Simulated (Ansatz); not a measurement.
# Every step of a relaxation of Ga (hcp type)

DFT, PBE, PAW with Ansatz's default frozen-core files, scalar-relativistic (Ansatz 0.2.0); a Γ-centred 19×19×11 k mesh, Fermi–Dirac smearing of 0.05 eV, no spin polarisation. The run relaxes cell and atoms at a target pressure of 330 GPa.

Command: `ansatz run input.yaml --threads 1 --pin off --max-ram 3584MiB --backend cpu --events-out ev --progress --plain --runs-dir out` It took 14 s on 1 thread of Intel(R) Xeon(R) 6975P-C (Granite Rapids) (shared host), peak memory 0.4 GiB.

PAW: frozen-core files, cutoff 420 eV; forces are relaxed below 0.005 eV/Å.

Each step lists its enthalpy F + pV a cell above the last geometry, the pressure, the cell vectors (Å), and Cartesian positions (Å) with forces (eV/Å).

The first step:

```
step 1  dH = 14.27 meV  P = 326.7 GPa
  cell 2.2583 0.0000 0.0000  -1.1291 1.9557 0.0000  0.0000 0.0000 3.6584
  Ga 0.0000 1.3038 0.9146   0.0000 0.0000 0.0000
  Ga 1.1291 0.6519 2.7438   0.0000 0.0000 0.0000
```

Question: Where does the relaxation end, and by which steps?

Answer: After 5 geometries, with conventional a, b, c = 2.233, 2.233, 3.731 Å, at 8.056 Å³/atom (-0.28 % against the start) in space group P6_3/mmc, with a shortest distance of 2.233 Å. The further steps:
```
step 2  dH = 7.36 meV  P = 330.4 GPa
  cell 2.2499 0.0000 0.0000  -1.1249 1.9484 0.0000  0.0000 0.0000 3.6741
  Ga 0.0000 1.2990 0.9185   0.0000 0.0000 0.0000
  Ga 1.1249 0.6495 2.7556   0.0000 0.0000 0.0000
step 3  dH = 0.61 meV  P = 327.3 GPa
  cell 2.2380 0.0000 0.0000  -1.1190 1.9382 0.0000  0.0000 0.0000 3.7228
  Ga 0.0000 1.2921 0.9307   0.0000 0.0000 0.0000
  Ga 1.1190 0.6461 2.7921   0.0000 0.0000 0.0000
step 4  dH = 0.07 meV  P = 331.8 GPa
  cell 2.2317 0.0000 0.0000  -1.1159 1.9327 0.0000  0.0000 0.0000 3.7297
  Ga 0.0000 1.2885 0.9324   0.0000 0.0000 0.0000
  Ga 1.1159 0.6442 2.7972   0.0000 0.0000 0.0000
step 5  dH = 0.00 meV  P = 330.0 GPa
  cell 2.2330 0.0000 0.0000  -1.1165 1.9339 0.0000  0.0000 0.0000 3.7312
  Ga 0.0000 1.2893 0.9328   0.0000 0.0000 0.0000
  Ga 1.1165 0.6446 2.7984   0.0000 0.0000 0.0000
step 6  dH = -0.06 meV  P = 330.0 GPa  (same geometry on a basis chosen anew; earlier energies don't compare to the last digit)
  cell 2.2330 0.0000 0.0000  -1.1165 1.9339 0.0000  0.0000 0.0000 3.7312
  Ga 0.0000 1.2893 0.9328   0.0000 0.0000 0.0000
  Ga 1.1165 0.6446 2.7984   0.0000 0.0000 0.0000
```
